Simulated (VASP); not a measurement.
# Rb (Im-3m) in VASP: notebook, part 2 of 2

VASP 6.6.1. The steps go on from the part before.

## (6) Relaxation of the atoms, PBEsol

Input file INCAR:

```
PREC = Accurate ; ENCUT = 600
EDIFF = 1E-7 ; ISMEAR = 1
SIGMA = 0.1 ; LREAL = F
LASPH = T ; NELM = 80
ALGO = Normal ; ISIF = 2
LWAVE = F ; LCHARG = F
GGA = PS ; IBRION = 2
NSW = 40 ; EDIFFG = -0.01
```

Input file KPOINTS:

```
Automatic mesh
0
Gamma
  10 10 10
```

Input file POSCAR:

```
Rb                                      
1.0
   -2.7888918178      2.7888918178      2.7888918178
    2.7888918178     -2.7888918178      2.7888918178
    2.7888918178      2.7888918178     -2.7888918178
  Rb            
     1
Direct
     0.0000000000000000    0.0000000000000000    0.0000000000000000
```

Potentials or basis: VASP PAW PBE potentials, release 64 (Rb_sv).

Command:

```sh
$ cat potpaw_PBE.64/Rb_sv/POTCAR > POTCAR
$ mpirun -np 1 vasp_std > vasp.out
```

OUTCAR:

```text
PREC = Accurate
   ENCUT = 600
   EDIFF = 1E-7
   ISMEAR = 1
   LREAL = F
   LASPH = T
   NELM = 80
   ISIF = 2
   GGA = PS
   IBRION = 2
   NSW = 40
   EDIFFG = -0.01

 ion  position               nearest neighbor table
   1  0.000  0.000  0.000-

  LATTYP: Found a body centered cubic cell.
 ALAT       =     5.5777836356

  Lattice vectors:

 A1 = (  -2.7888918178,   2.7888918178,   2.7888918178)
 A2 = (   2.7888918178,  -2.7888918178,   2.7888918178)
 A3 = (   2.7888918178,   2.7888918178,  -2.7888918178)

Analysis of symmetry for initial positions (statically):
=====================================================================
 Subroutine PRICEL returns:
 Original cell was already a primitive cell.

 Routine SETGRP: Setting up the symmetry group for a
 body centered cubic supercell.

 Subroutine GETGRP returns: Found 48 space group operations
 (whereof 48 operations were pure point group operations)
 out of a pool of 48 trial point group operations.

The static configuration has the point symmetry O_h .

[... 162 lines left out ...]
 val. band max:        0.0525669346   @ k =  -0.3000   0.4000   0.2000
 cond. band min:       0.1359215349   @ k =  -0.4000   0.4000   0.2000
 fundamental gap:      0.0833546002
 Fermi energy:         0.0582833118

 k-point     1 :       0.0000    0.0000    0.0000
  band No.  band energies     occupation
      1     -28.7790      2.00000
      2     -12.8208      2.00000
      3     -12.8208      2.00000
      4     -12.8208      2.00000
      5      -1.9876      2.00000
      6       3.7759      0.00000
      7       3.7759      0.00000
      8       3.7759      0.00000
[... 243 lines left out ...]
 k-point    24 :      -0.3000    0.3000    0.1000
  band No.  band energies     occupation
      1     -28.7751      2.00000
      2     -12.8946      2.00000
      3     -12.8496      2.00000
      4     -12.8294      2.00000
      5      -0.8397      2.00000
      6       2.1903      0.00000
      7       2.9826      0.00000
      8       3.8769      0.00000

 [... further k-points ...]

------------------------ aborting loop because EDIFF is reached ----------------------------------------

  FORCE on cell =-STRESS in cart. coord.  units (eV):
  Direction    XX          YY          ZZ          XY          YZ          ZX
  --------------------------------------------------------------------------------------
  -------------------------------------------------------------------------------------
  Total       -0.0029664     -0.0029664     -0.0029664      0.0000000      0.0000000      0.0000000
  in kB       -0.0547753     -0.0547753     -0.0547753      0.0000000      0.0000000      0.0000000
  external PRESSURE =      -0.0547753 kB  Pullay stress =       0.0000000 kB

 VOLUME and BASIS-vectors are now :
 -----------------------------------------------------------------------------
  energy-cutoff  :      600.00
  volume of cell :       86.77
      direct lattice vectors                 reciprocal lattice vectors
    -2.788891818  2.788891818  2.788891818     0.000000000  0.179282680  0.179282680
     2.788891818 -2.788891818  2.788891818     0.179282680  0.000000000  0.179282680
     2.788891818  2.788891818 -2.788891818     0.179282680  0.179282680  0.000000000

 POSITION                                       TOTAL-FORCE (eV/Angst)
 -----------------------------------------------------------------------------------
      0.00000      0.00000      0.00000         0.000000     -0.000000     -0.000000
 -----------------------------------------------------------------------------------
    total drift:                                0.000000      0.000000     -0.000000

  FREE ENERGIE OF THE ION-ELECTRON SYSTEM (eV)
  ---------------------------------------------------
  free  energy   TOTEN  =        -1.0210467372 eV

  energy  without entropy=       -1.0202347173  energy(sigma->0) =       -1.02077606

 reached required accuracy - stopping structural energy minimisation
```

CONTCAR:

```text
Rb
   1.00000000000000
    -2.7888918178000002    2.7888918178000002    2.7888918178000002
     2.7888918178000002   -2.7888918178000002    2.7888918178000002
     2.7888918178000002    2.7888918178000002   -2.7888918178000002
  Rb
     1
Direct
     0.0000000000000000    0.0000000000000000    0.0000000000000000

  0.00000000E+00  0.00000000E+00  0.00000000E+00
```

It took 43 s on 1 thread of Intel Xeon Platinum 8488C (Sapphire Rapids), shared host; peak memory 0.24 GiB.

What came out:

```yaml
Free_energy: -1.0210 eV
Pressure_after_relaxing: 0.0 GPa
Band_gap_on_the_k_mesh: none (metal or under the smearing width)
```

Final structure:
```
CELL_PARAMETERS angstrom
-2.78889 2.78889 2.78889
2.78889 -2.78889 2.78889
2.78889 2.78889 -2.78889
ATOMIC_POSITIONS crystal
Rb 0.00000 0.00000 0.00000
```

Caveat: the relaxation stopped at its first step, so nothing moved; the PAW data sets were made with another functional, which shifts forces and pressure a little.

## (7) Overview

```tsv
task	cell	gap on the mesh (eV)	pressure (GPa)
relaxation of cell and atoms	relaxed	none	0.0
relaxation of the atoms	atoms relaxed from: a relaxed cell with its volume scaled by 0.94	none	0.2
relaxation of the atoms	atoms relaxed from: a relaxed cell with its volume scaled by 0.96	none	0.1
relaxation of the atoms	atoms relaxed from: a relaxed cell with its volume scaled by 0.98	none	0.1
relaxation of the atoms	atoms relaxed	none	0.0
```

Alike in all rows: level PBEsol; potentials or basis VASP PAW PBE potentials, release 64 (Rb_sv); no spin polarisation; k mesh 10 × 10 × 10; cutoff (eV) 600; smearing methfessel-paxton 0.1 eV.

Caveats: the relaxation stopped at its first step, so nothing moved; the PAW data sets were made with another functional, which shifts forces and pressure a little.

Total energies depend on the potentials used, so only differences within one code and one set of settings carry meaning.
